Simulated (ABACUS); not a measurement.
Crystal: SrO.

```
CELL_PARAMETERS angstrom
0.00000 2.56630 2.56630
2.56630 0.00000 2.56630
2.56630 2.56630 0.00000
ATOMIC_POSITIONS crystal
Sr 0.50000 0.50000 0.50000
O 0.00000 0.00000 0.00000
```

Program: ABACUS 3.10.1. Alike in all runs: task single point; no spin polarisation; cell as given; smearing fermi-dirac 0.05 eV.

Problem. Order these runs on this cell by their band gap on the k mesh, lowest first.
A. level PBE; potentials or basis PseudoDojo NC SR 0.4.1 PBE standard, TZDP LCAO (the cutoffs set its grid); k mesh 8 × 8 × 8; cutoff (eV) 1361; SCF threshold on the density 1e-07; eigensolver scalapack_gvx
B. level r2SCAN; potentials or basis SG15 ONCV 1.2 PBE, DZP LCAO (the cutoffs set its grid); k mesh 7 × 7 × 7; cutoff (eV) 1361; SCF threshold on the density 1e-07; eigensolver genelpa
C. level BLYP; potentials or basis PseudoDojo NC SR 0.4.1 PBE standard, plane waves; k mesh 7 × 7 × 7; cutoff (eV) 1143; SCF threshold on the density 1e-08; eigensolver dav

Solution. A (3.31 eV), C (3.53 eV), B (3.80 eV).

Caveats: the atomic orbitals were generated for these runs and aren't a published set (some runs); an odd mesh through Γ misses points on the zone boundary, where band edges often lie (some runs); the basis of atomic orbitals isn't converged, which shifts pressures, moduli and gaps (some runs).

Not every run made on this cell is shown here.
